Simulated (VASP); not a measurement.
# GaS (P6_3/mmc) in VASP: further runs

One crystal, GaS, is run at these levels: PBE; tasks: relaxation of cell and atoms.

All numbers are computed with VASP 6.6.1; they aren't measurements. Logs are shortened: lines on timing, memory, paths and dates and some standing lists are left out, and cuts for length are marked.

## (1) Starting point

Symmetry: P6_3/mmc, No. 194, hexagonal system. The conventional cell has a = 3.585 Å, b = 3.585 Å, c = 15.500 Å, α = 90.00°, β = 90.00°, γ = 120.00°. Around Ga (site symmetry 3m) lie 3 S at 2.34 Å and 1 Ga at 2.48 Å. S (site symmetry 3m) is surrounded by 3 Ga at 2.34 Å.

## (2) Relaxation of cell and atoms, PBE

INCAR

```
PREC = Accurate
ENCUT = 600
EDIFF = 1E-6
ISMEAR = 0
SIGMA = 0.03
LREAL = F
LASPH = T
NELM = 80
ALGO = Normal
ISIF = 3
LWAVE = F
LCHARG = F
GGA = PE
IBRION = 2
NSW = 90
EDIFFG = -0.01
KPAR = 2
```

KPOINTS

```
regular mesh
0
Gamma
  9 9 2
```

POSCAR

```
GaS
1.0
    3.5850000000      0.0000000000      0.0000000000
   -1.7925000000      3.1047010700      0.0000000000
    0.0000000000      0.0000000000     15.5000000000
Ga S
4 4
Direct
    0.3333333300      0.6666666700      0.1700000000
    0.6666666700      0.3333333300      0.6700000000
    0.3333333300      0.6666666700      0.3300000000
    0.6666666700      0.3333333300      0.8300000000
    0.3333333300      0.6666666700      0.6000000000
    0.6666666700      0.3333333300      0.1000000000
    0.3333333300      0.6666666700      0.9000000000
    0.6666666700      0.3333333300      0.4000000000
```

Potentials or basis: VASP PAW PBE potentials, release 64 (Ga_d, S).

The run is started by

```
> cat potpaw_PBE.64/Ga_d/POTCAR potpaw_PBE.64/S/POTCAR > POTCAR
> mpirun -np 2 vasp_std > vasp.out
```

OUTCAR:

```text
PREC = Accurate
   ENCUT = 600
   EDIFF = 1E-6
   ISMEAR = 0
   LREAL = F
   LASPH = T
   NELM = 80
   ISIF = 3
   GGA = PE
   IBRION = 2
   NSW = 90
   EDIFFG = -0.01

 ion  position               nearest neighbor table
   1  0.333  0.667  0.170-   6 2.34   6 2.34   6 2.34   3 2.48
   2  0.667  0.333  0.670-   5 2.34   5 2.34   5 2.34   4 2.48
   3  0.333  0.667  0.330-   8 2.34   8 2.34   8 2.34   1 2.48
   4  0.667  0.333  0.830-   7 2.34   7 2.34   7 2.34   2 2.48
   5  0.333  0.667  0.600-   2 2.34   2 2.34   2 2.34
   6  0.667  0.333  0.100-   1 2.34   1 2.34   1 2.34
   7  0.333  0.667  0.900-   4 2.34   4 2.34   4 2.34
   8  0.667  0.333  0.400-   3 2.34   3 2.34   3 2.34

  LATTYP: Found a hexagonal cell.
 ALAT       =     3.5850000000
 C/A-ratio  =     4.3235704324

  Lattice vectors:

 A1 = (   3.5850000000,   0.0000000000,   0.0000000000)
 A2 = (  -1.7925000000,   3.1047010700,   0.0000000000)
 A3 = (   0.0000000000,   0.0000000000,  15.5000000000)

Analysis of symmetry for initial positions (statically):
=====================================================================
 Subroutine PRICEL returns:
 Original cell was already a primitive cell.

 Routine SETGRP: Setting up the symmetry group for a
 hexagonal supercell.

 Subroutine GETGRP returns: Found 24 space group operations
 (whereof 12 operations were pure point group operations)
 out of a pool of 24 trial point group operations.

The static configuration has the point symmetry D_3d.
 The point group associated with its full space group is D_6h.

Analysis of symmetry for dynamics (positions and initial velocities):
=====================================================================
 Subroutine PRICEL returns:
 Original cell was already a primitive cell.

 Routine SETGRP: Setting up the symmetry group for a
 hexagonal supercell.

 Subroutine GETGRP returns: Found 24 space group operations
 (whereof 12 operations were pure point group operations)
 out of a pool of 24 trial point group operations.

The dynamic configuration has the point symmetry D_3d.
 The point group associated with its full space group is D_6h.

 Subroutine INISYM returns: Found 24 space group operations
 (whereof 12 operations are pure point group operations),
 and found     1 'primitive' translations

----------------------------------------------------------------------------------------

                                     Primitive cell

  volume of cell :     172.5205

  direct lattice vectors                    reciprocal lattice vectors
     3.585000000  0.000000000  0.000000000     0.278940028  0.161046100  0.000000000
    -1.792500000  3.104701070  0.000000000     0.000000000  0.322092201  0.000000000
     0.000000000  0.000000000 15.500000000     0.000000000  0.000000000  0.064516129

  length of vectors
     3.585000000  3.584999998 15.500000000     0.322092200  0.322092201  0.064516129

  position of ions in fractional coordinates (direct lattice)
     0.333333330  0.666666670  0.170000000
     0.666666670  0.333333330  0.670000000
     0.333333330  0.666666670  0.330000000
     0.666666670  0.333333330  0.830000000
     0.333333330  0.666666670  0.600000000
     0.666666670  0.333333330  0.100000000
     0.333333330  0.666666670  0.900000000
     0.666666670  0.333333330  0.400000000

  ion indices of the primitive-cell ions
   primitive index   ion index
                 1           1
                 2           2
                 3           3
                 4           4
                 5           5
                 6           6
                 7           7
                 8           8

----------------------------------------------------------------------------------------

 KPOINTS: regular mesh

Automatic generation of k-mesh.
 Grid dimensions read from file:
 generate k-points for:    9    9    2

 Generating k-lattice:

  Cartesian coordinates                     Fractional coordinates (reciprocal lattice)
     0.030993336  0.017894011  0.000000000     0.111111111  0.000000000  0.000000000
     0.000000000  0.035788022  0.000000000     0.000000000  0.111111111  0.000000000
     0.000000000  0.000000000  0.032258065     0.000000000  0.000000000  0.500000000

  Length of vectors
     0.035788022  0.035788022  0.032258065

  Shift w.r.t. Gamma in fractional coordinates (k-lattice)
     0.000000000  0.000000000  0.000000000

 Subroutine IBZKPT returns following result:
 ===========================================

 Found     24 irreducible k-points:

 Following reciprocal coordinates:
            Coordinates               Weight
  0.000000  0.000000  0.000000      1.000000
  0.111111 -0.000000  0.000000      6.000000
  0.222222  0.000000  0.000000      6.000000
  0.333333  0.000000  0.000000      6.000000
  0.444444  0.000000  0.000000      6.000000
  0.111111  0.111111  0.000000      6.000000
[... 16 lines left out ...]
  0.333333  0.222222  0.500000     12.000000
  0.333333  0.333333  0.500000      2.000000
   k-points           NKPTS =     24   k-points in BZ     NKDIM =     24   number of bands    NBANDS=     45
   number of dos      NEDOS =    301   number of ions     NIONS =      8
   total plane-waves  NPLWV = 113400
   dimension x,y,z NGX =    30 NGY =   30 NGZ =  126
   dimension x,y,z NGXF=    60 NGYF=   60 NGZF=  252
   ions per type =               4   4
   NGX,Y,Z   is equivalent  to a cutoff of  13.91, 13.91, 13.51 a.u.
   NGXF,Y,Z  is equivalent  to a cutoff of  27.82, 27.82, 27.03 a.u.
 SYSTEM =  unknown system
   PREC   = accura    normal or accurate (medium, high low for compatibility)
   ISTART =      0    job   : 0-new  1-cont  2-samecut
   ICHARG =      2    charge: 1-file 2-atom 10-const
   ISPIN  =      1    spin polarized calculation?
   LNONCOLLINEAR =      F non collinear calculations
   LSORBIT =      F    spin-orbit coupling
   LASPH  =      T    aspherical Exc in radial PAW
   ENCUT  =  600.0 eV  44.10 Ry    6.64 a.u.   7.16  7.16 30.96*2*pi/ulx,y,z
   NELM   =     80;   NELMIN=  2; NELMDL= -5     # of ELM steps
   EDIFF  = 0.1E-05   stopping-criterion for ELM
   LREAL  =      F    real-space projection
   EDIFFG = -.1E-01   stopping-criterion for IOM
   NSW    =     90    number of steps for IOM
   IBRION =      2    ionic relax: 0-MD 1-quasi-New 2-CG
   NFREE  =      1    steps in history (QN), initial steepest desc. (CG)
   ISIF   =      3    stress and relaxation
   ISYM   =      2    0-nonsym 1-usesym 2-fastsym
   POTIM  = 0.5000    time-step for ionic-motion
   TEBEG  =    0.0;   TEEND  =   0.0 temperature during run
   PSTRESS=    0.0 pullay stress
   NELECT =      76.0000    total number of electrons
   NUPDOWN=      -1.0000    fix difference up-down
   EMIN   =  10.00;   EMAX   =-10.00  energy-range for DOS
   EFERMI =   0.00;   METHOD = LEGACY
   ISMEAR =     0;   SIGMA  =   0.03  broadening in eV -4-tet -1-fermi 0-gaus
   EFERMI_NEDOS =   21; number of points for ismear=-14 and -15
   IALGO  =     38    algorithm
   IMIX   =      4    mixing-type and parameters
     AMIX     =   0.40;   BMIX     =  1.00
     AMIX_MAG =   1.60;   BMIX_MAG =  1.00
  volume/ion in A,a.u.               =      21.57       145.53
  Fermi-wavevector in a.u.,A,eV,Ry     =   1.245659  2.353954 21.111700  1.551666
  Thomas-Fermi vector in A             =   2.379871
   LORBIT       =      0    0 simple, 1 ext, 2 COOP (PROOUT), +10 PAW based schemes
   GGA     = PE    functional components
   LHFCALC =     F    Hartree Fock is set to
   AEXX    =    0.0000 exact exchange contribution
   IVDW    =     0    specifies the selected vdW correction
   LEPSILON=     F    determine dielectric tensor
   LRPA    =     F    only Hartree local field effects (RPA)
 conjugate gradient relaxation of ions
 non-spin polarized calculation
 Gauss-broadening in eV      SIGMA  =   0.03
  energy-cutoff  :      600.00
  volume of cell :      172.52
 maximum number of plane-waves:      5823
 NGX is ok and might be reduce to    30
   NGX = 15   NGY = 15   NGZ = 61

--------------------------------------- Ionic step        1  -------------------------------------------

 number of electron      75.9999986 magnetization

 Free energy of the ion-electron system (eV)
  ---------------------------------------------------
  ext. energy  EPLUGINS =         0.00000000
  ---------------------------------------------------
  free energy    TOTEN  =       -33.21096101 eV

  energy without entropy =      -33.21096101  energy(sigma->0) =      -33.21096101

------------------------ aborting loop because EDIFF is reached ----------------------------------------

  FORCE on cell =-STRESS in cart. coord.  units (eV):
  Direction    XX          YY          ZZ          XY          YZ          ZX
  --------------------------------------------------------------------------------------
  -------------------------------------------------------------------------------------
  Total        2.5994950      2.5994950      1.6112336      0.0000000      0.0000000      0.0000000
  in kB       24.1412035     24.1412035     14.9633363      0.0000000      0.0000000      0.0000000
  external PRESSURE =      21.0819144 kB  Pullay stress =       0.0000000 kB
[... 107 lines left out ...]
  FREE ENERGIE OF THE ION-ELECTRON SYSTEM (eV)
  ---------------------------------------------------
  free  energy   TOTEN  =       -33.2472512573 eV

  energy  without entropy=      -33.2472512573  energy(sigma->0) =      -33.24725126

[... ionic steps 4 to 24 ...]

--------------------------------------- Ionic step       25  -------------------------------------------

 number of electron      75.9999984 magnetization

------------------------ aborting loop because EDIFF is reached ----------------------------------------

  FORCE on cell =-STRESS in cart. coord.  units (eV):
  Direction    XX          YY          ZZ          XY          YZ          ZX
  --------------------------------------------------------------------------------------
  -------------------------------------------------------------------------------------
  Total       -0.1072287     -0.1072287      0.0335900      0.0000000      0.0000000     -0.0000000
  in kB       -0.8776865     -0.8776865      0.2749400      0.0000000      0.0000000     -0.0000000
  external PRESSURE =      -0.4934777 kB  Pullay stress =       0.0000000 kB
[... 69 lines left out ...]
  energy  without entropy=      -33.3357301066  energy(sigma->0) =      -33.33573011

--------------------------------------- Ionic step       27  -------------------------------------------

 number of electron      75.9999983 magnetization

 Free energy of the ion-electron system (eV)
  ---------------------------------------------------
  ext. energy  EPLUGINS =         0.00000000
  ---------------------------------------------------
  free energy    TOTEN  =       -33.33574066 eV

  energy without entropy =      -33.33574066  energy(sigma->0) =      -33.33574066

 E-fermi :   2.5811     XC(G=0):  -8.7459

 val. band max:        2.4284711853   @ k =   0.1111  -0.0000   0.0000
 cond. band min:       4.3758485990   @ k =   0.0000   0.0000   0.0000
 fundamental gap:      1.9473774137
 Fermi energy:         2.5811494951

 k-point     1 :       0.0000    0.0000    0.0000
  band No.  band energies     occupation
      1     -12.1010      2.00000
      2     -12.1006      2.00000
      3     -11.9844      2.00000
      4     -11.9844      2.00000
      5     -11.9844      2.00000
      6     -11.9844      2.00000
[... 1176 lines left out ...]
  FREE ENERGIE OF THE ION-ELECTRON SYSTEM (eV)
  ---------------------------------------------------
  free  energy   TOTEN  =       -33.3357406648 eV

  energy  without entropy=      -33.3357406648  energy(sigma->0) =      -33.33574066

 reached required accuracy - stopping structural energy minimisation
```

It took 22 min on 2 MPI ranks of AMD EPYC 9R45 (Zen 5), shared host; peak memory 0.43 GiB.

Results:

* Free energy: -33.3357 eV
* Relaxed volume: 24.45 Å³/atom
* Relaxed cell: a = 3.628 Å, b = 3.628 Å, c = 17.164 Å, α = 90.00°, β = 90.00°, γ = 120.00°
* Space group after relaxing (to 0.05 Å): P6_3/mmc (No. 194)
* Energy gained by relaxing: 15.6 meV/atom
* Ionic steps: 27
* Pressure after relaxing: 0.0 GPa
* Largest force after relaxing: 0.008 eV/Å
* Band gap on the k mesh: 1.95 eV, indirect (least direct gap 1.96 eV)

Forces in eV/Å, atoms in the order of the input:
```
Ga   0.000  0.000 -0.004
Ga   0.000  0.000 -0.004
Ga   0.000  0.000  0.004
Ga   0.000  0.000  0.004
S    0.000  0.000  0.008
S    0.000  0.000  0.008
S    0.000  0.000 -0.008
S    0.000  0.000 -0.008
```

The path:
```tsv
step	energy change (eV)	largest force (eV/Å)	pressure (GPa)	volume (Å³)
1	0.0000	0.2436	2.11	172.52
2	-0.0283	0.3667	-0.77	179.70
3	-0.0363	0.2412	0.16	177.35
4	-0.0363	0.2477	0.03	177.47
5	-0.0459	0.1900	-0.03	178.59
6	-0.0551	0.2352	-0.32	181.39
7	-0.0629	0.2024	-0.15	181.53
8	-0.0741	0.1280	0.22	181.83
9	-0.0743	0.1526	1.04	182.41
10	-0.0780	0.0964	0.58	182.12
11	-0.0860	0.0589	0.52	183.12
12	-0.1012	0.1271	0.00	186.11
13	-0.0963	0.4035	-0.80	192.08
14	-0.1044	0.2503	-0.39	188.65
15	-0.1128	0.1436	-0.19	189.43
16	-0.1168	0.0763	0.09	190.60
17	-0.1182	0.0572	0.02	191.06
18	-0.1206	0.0703	0.08	192.12
19	-0.1215	0.1441	0.18	194.25
20	-0.1228	0.0910	0.05	195.14
21	-0.1231	0.0383	-0.08	196.02
22	-0.1237	0.0247	-0.09	195.96
23	-0.1243	0.0036	-0.05	195.87
24	-0.1246	0.0395	-0.02	195.68
25	-0.1247	0.0269	-0.05	195.74
26	-0.1248	0.0057	0.09	195.55
27	-0.1248	0.0078	0.04	195.60
```

Final structure:
```
Ga S
1.0
     3.62755    0.00000    0.00000
    -1.81378    3.14155    0.00000
     0.00000    0.00000   17.16365
Ga S
4 4
Direct
  0.33333 0.66667 0.17801
  0.66667 0.33333 0.67801
  0.33333 0.66667 0.32199
  0.66667 0.33333 0.82199
  0.33333 0.66667 0.61479
  0.66667 0.33333 0.11479
  0.33333 0.66667 0.88521
  0.66667 0.33333 0.38521
```

Levels at points of the mesh, in eV from the valence-band top:
```
           k point  band 36  band 37  band 38  band 39  band 40  band 41
(0.00, 0.00, 0.00)    -1.07    -0.69    -0.01     1.95     2.36     3.20
(0.00, 0.00, 0.50)    -1.08    -0.36    -0.36     2.18     2.18     3.21
```

Caveat: an odd mesh through Γ misses points on the zone boundary, where band edges often lie; this functional lacks dispersion, which binds the layers, so the pressure and a relaxed spacing across them are unreliable; the volume moved by +13 % from the deposited cell, more than functionals usually miss.

## (3) Relaxation of cell and atoms, PBE

This run uses another cell than the first one, of 24.45 Å³/atom, 1.134 times its volume.

INCAR: that of step 2 with these lines changed.

```diff
@@ -2,3 +2,3 @@
 ENCUT = 600
-EDIFF = 1E-6
+EDIFF = 1E-7
 ISMEAR = 0
@@ -15,3 +15,3 @@
 NSW = 90
-EDIFFG = -0.01
+EDIFFG = -0.005
 KPAR = 2
```

KPOINTS is that of step 2.

POSCAR

```
GaS                                     
1.0
    3.6275512985      0.0000000000      0.0000000000
   -1.8137756492      3.1415515754     -0.0000000000
    0.0000000000     -0.0000000000     17.1636488569
  Ga              S             
     4     4
Direct
     0.3333333300000021    0.6666666699999979    0.1780104333682567
     0.6666666699999979    0.3333333300000021    0.6780104333682569
     0.3333333300000021    0.6666666699999979    0.3219895666317434
     0.6666666699999979    0.3333333300000021    0.8219895666317431
     0.3333333300000021    0.6666666699999979    0.6147869839168619
     0.6666666699999979    0.3333333300000021    0.1147869839168616
     0.3333333300000021    0.6666666699999979    0.8852130160831381
     0.6666666699999979    0.3333333300000021    0.3852130160831383
```

Potentials or basis: VASP PAW PBE potentials, release 64 (Ga_d, S).

The run is started by

```
> cat potpaw_PBE.64/Ga_d/POTCAR potpaw_PBE.64/S/POTCAR > POTCAR
> mpirun -np 2 vasp_std > vasp.out
```

It took 25 min on 2 MPI ranks of AMD EPYC 9R45 (Zen 5), shared host; peak memory 0.46 GiB.

It converged, with:

- Free energy: -33.3407 eV
- Relaxed volume: 24.97 Å³/atom
- Relaxed cell: a = 3.628 Å, b = 3.628 Å, c = 17.523 Å, α = 90.00°, β = 90.00°, γ = 120.00°
- Space group after relaxing (to 0.05 Å): P6_3/mmc (No. 194)
- Energy gained by relaxing: 0.2 meV/atom
- Ionic steps: 32
- Pressure after relaxing: 0.0 GPa
- Band gap on the k mesh: 2.01 eV, indirect (least direct gap 2.03 eV)

Step by step:
```csv
step,energy change (eV),largest force (eV/Å),pressure (GPa),volume (Å³)
1,0.0000,0.0082,0.04,195.60
2,0.0000,0.0093,0.00,195.75
3,0.0000,0.0103,-0.02,195.87
4,0.0000,0.0097,0.03,195.83
5,0.0000,0.0104,-0.06,195.86
6,0.0000,0.0101,0.00,195.84
7,0.0000,0.0102,-0.03,195.85
8,-0.0001,0.0048,0.03,195.72
9,-0.0001,0.0052,0.02,195.74
10,-0.0001,0.0063,0.01,195.79
11,-0.0001,0.0075,0.01,195.83
12,-0.0001,0.0110,0.00,195.90
13,-0.0001,0.0099,0.01,195.92
14,-0.0002,0.0086,0.01,195.94
15,-0.0002,0.0071,0.01,195.99
16,-0.0003,0.0039,0.01,196.08
17,-0.0004,0.0102,0.05,196.27
18,-0.0005,0.0318,0.09,196.65
19,-0.0005,0.0321,0.08,196.68
20,-0.0005,0.0328,0.07,196.75
21,-0.0005,0.0341,0.06,196.91
22,-0.0006,0.0367,0.06,197.23
23,-0.0008,0.0420,0.04,197.86
24,-0.0010,0.0518,0.00,199.13
25,-0.0012,0.0308,-0.03,199.39
26,-0.0013,0.0093,-0.05,199.79
27,-0.0013,0.0100,-0.06,199.81
28,-0.0013,0.0069,-0.04,199.79
29,-0.0013,0.0085,-0.01,199.78
30,-0.0013,0.0121,0.02,199.76
31,-0.0013,0.0095,0.00,199.78
32,-0.0013,0.0016,0.01,199.77
```

Final structure:
```
Ga S
1.0
     3.62819    0.00000    0.00000
    -1.81409    3.14210    0.00000
     0.00000    0.00000   17.52322
Ga S
4 4
Direct
  0.33333 0.66667 0.17949
  0.66667 0.33333 0.67949
  0.33333 0.66667 0.32051
  0.66667 0.33333 0.82051
  0.33333 0.66667 0.61760
  0.66667 0.33333 0.11760
  0.33333 0.66667 0.88240
  0.66667 0.33333 0.38240
```

Levels at points of the mesh, in eV from the valence-band top:
```
           k point  band 35  band 36  band 37  band 38  band 39  band 40  band 41  band 42
(0.00, 0.00, 0.00)    -1.03    -1.03    -0.59    -0.02     2.01     2.37     3.24     3.26
(0.00, 0.00, 0.50)    -1.03    -1.03    -0.32    -0.32     2.21     2.21     3.25     3.25
```

Caveat: an odd mesh through Γ misses points on the zone boundary, where band edges often lie; this functional lacks dispersion, which binds the layers, so the pressure and a relaxed spacing across them are unreliable. PBE usually gives volumes a little too large and moduli too small.
